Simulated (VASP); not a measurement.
PbO:

```xyz
8
Lattice="5.9128 0.0000 0.0000 0.0000 5.5257 0.0000 0.0000 0.0000 4.7126" Properties=species:S:1:pos:R:3 pbc="T T T"
Pb    1.3623    0.0595    3.5345
Pb    4.5505    5.4663    1.1782
Pb    4.5505    2.8223    3.5345
Pb    1.3623    2.7034    1.1782
O     5.1075    5.0186    3.5345
O     0.8053    0.5071    1.1782
O     0.8053    2.2558    3.5345
O     5.1075    3.2699    1.1782
```

The cell is a database's computed one.

Program: VASP 6.6.1. Alike in all runs: task band structure; potentials or basis VASP PAW PBE potentials, release 64 (Pb_d, O); no spin polarisation; cell as given; k mesh 6 × 6 × 6; cutoff (eV) 520; smearing gaussian 0.02 eV.

Question: Order these runs on this cell by their band gap on the k mesh, lowest first.
A. level TB-mBJ
B. level PBEsol
C. level r2SCAN

Answer: B (2.03 eV), C (2.50 eV), A (2.91 eV).

Caveats: spin-orbit coupling is left out, which as a rule narrows the gap of such compounds by several tenths of an eV.

